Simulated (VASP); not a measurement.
BeTe in VASP 6.6.1, single-point calculation

INCAR

```
SIGMA = 0.02
EDIFF = 1E-7
NSW = 0
IBRION = -1
LWAVE = .FALSE.
ISMEAR = -1
LCHARG = .FALSE.
LASPH = .TRUE.
ISIF = 2
NBANDS = 11
ENCUT = 520
PREC = Accurate
METAGGA = MS2
NELM = 120
LREAL = .FALSE.
```

KPOINTS

```
KPOINTS created by Atomic Simulation Environment
0
Gamma
8 8 8
0 0 0
```

POSCAR

```
Be Te
 1.0000000000000000
     0.0000000000000000    2.9417685704999998    2.7391856080000001
     2.9417685704999998    0.0000000000000000    2.7391856080000001
     2.9417685704999998    2.9417685704999998    0.0000000000000000
 Be  Te
   1   1
Cartesian
  0.0000000000000000  0.0000000000000000  0.0000000000000000
  1.4708842852499999  1.4708842852499999  1.3695928040000003
```

The recommended PBE PAW datasets give the neutral cell 8 valence electrons.

Command

```
mpirun -np 1 vasp_std
```

Problem. Predict the outcome of this run.

Solution. It converged. Results: gap between bands v and c on the k mesh 1.95 eV; least direct gap on the k mesh 3.82 eV; pressure -3.6 GPa. Band v is the last that the valence electrons fill when counted band by band, and c is the next.

OSZICAR

```
N       E                     dE             d eps       ncg     rms          rms(c)
DAV:   1     0.142334644245E+02    0.14233E+02   -0.30945E+03  1298   0.548E+02
DAV:   2    -0.882721906461E+01   -0.23061E+02   -0.22266E+02  1596   0.863E+01
DAV:   3    -0.977061556950E+01   -0.94340E+00   -0.94180E+00  1748   0.191E+01
DAV:   4    -0.977721974591E+01   -0.66042E-02   -0.66033E-02  1575   0.181E+00
DAV:   5    -0.977730811351E+01   -0.88368E-04   -0.88366E-04  1671   0.206E-01    0.805E+00
DAV:   6    -0.461938613174E+01    0.51579E+01   -0.25851E+00  1307   0.114E+01    0.372E+00
DAV:   7    -0.464012556879E+01   -0.20739E-01   -0.66637E-02  1538   0.188E+00    0.109E+00
DAV:   8    -0.466614328359E+01   -0.26018E-01   -0.39722E-02  1374   0.156E+00    0.415E-01
DAV:   9    -0.467213600946E+01   -0.59927E-02   -0.10322E-02  1547   0.873E-01    0.699E-02
DAV:  10    -0.467261775540E+01   -0.48175E-03   -0.84959E-04  1545   0.249E-01    0.422E-02
DAV:  11    -0.467263738377E+01   -0.19628E-04   -0.62840E-05  1618   0.724E-02    0.504E-02
DAV:  12    -0.467263956527E+01   -0.21815E-05   -0.42350E-06  1519   0.165E-02    0.280E-02
DAV:  13    -0.467264003976E+01   -0.47449E-06   -0.20304E-06  1477   0.124E-02    0.113E-02
DAV:  14    -0.467263990889E+01    0.13087E-06   -0.82458E-08  1535   0.216E-03    0.299E-03
DAV:  15    -0.467263977789E+01    0.13100E-06   -0.82298E-09   787   0.654E-04    0.221E-04
DAV:  16    -0.467263973187E+01    0.46018E-07   -0.27765E-09   712   0.305E-04
   1 F= -.46726397E+01 E0= -.46726397E+01  d E =-.889746E-12
```

For comparison, a separate PBE run of the intended cell, on usual settings and not on those above, gives a gap of 1.63 eV on its mesh and a pressure of -2.1 GPa.
